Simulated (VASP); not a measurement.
ZrSe2:

```xyz
3
Lattice="3.7385 0.0000 0.0000 -1.8693 3.2377 0.0000 0.0000 0.0000 6.0322" Properties=species:S:1:pos:R:3 pbc="T T T"
Zr    0.0000    0.0000    0.0000
Se    0.0000    2.1584    1.5985
Se    1.8693    1.0792    4.4337
```

Base run:

| Item | Value |
| --- | --- |
| Program | VASP 6.6.1 |
| Functional | PBE |
| Potentials or basis | VASP PAW PBE potentials, release 64 (Zr_sv, Se) |
| Cutoff | 520 eV |
| k mesh | 9 × 9 × 5 |
| Occupations | gaussian, width 0.03 eV |
| Spin | no spin polarisation |

Its results: band gap on the k mesh 0.05 eV, indirect (least direct gap 0.94 eV).

Task: After a change of settings the same cell gave: band gap on the k mesh 0.47 eV, indirect (least direct gap 1.26 eV). Which change was it?
A. functional from PBE to TB-mBJ
B. k mesh from 9 × 9 × 5 to 15 × 15 × 7; further incar settings from ALGO = Normal; EDIFF = 1e-07; NBANDS = 19 to ALGO = Normal; EDIFF = 1e-08
C. further incar settings from ALGO = Normal; EDIFF = 1e-07; NBANDS = 19 to ALGO = Normal; EDIFF = 1e-07; NBANDS = 60

Result: A.
